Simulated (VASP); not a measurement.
A run of VASP 6.6.1 is set up as follows.

File INCAR:

```
SYSTEM = ZrH
ALGO = Fast ; EDIFF = 1E-6
EDIFFG = -0.01 ; ENCUT = 520
GGA = PS ; IBRION = 2
ISIF = 2 ; ISMEAR = 0
LASPH = .TRUE. ; LCHARG = .FALSE.
LREAL = .FALSE. ; LWAVE = .FALSE.
NELM = 80 ; NSW = 40
PREC = Accurate ; SIGMA = 0.05
```

KPOINTS

```
k-points
0
G
  9 9 9
  0 0 0
```

The input POSCAR:

```
ZrH
1.0
    2.9194600000      0.0000000000      0.0000000000
    0.0000000000      2.9194600000      0.0000000000
    0.0000000000      0.0000000000      2.9194600000
Zr H
1 1
Direct
    0.0000000000      0.0000000000      0.0000000000
    0.5000000000      0.5000000000      0.5000000000
```

Potentials or basis: VASP PAW PBE potentials, release 64 (Zr_sv, H).

Run with:

```sh
$ cat potpaw_PBE.64/Zr_sv/POTCAR potpaw_PBE.64/H/POTCAR > POTCAR
$ mpirun -np 1 vasp_std > vasp.out
```

(1) Predict the band gap on the k mesh.

## Answers

(1) none (metal or under the smearing width).

Caveat: the relaxation stopped at its first step, so nothing moved.
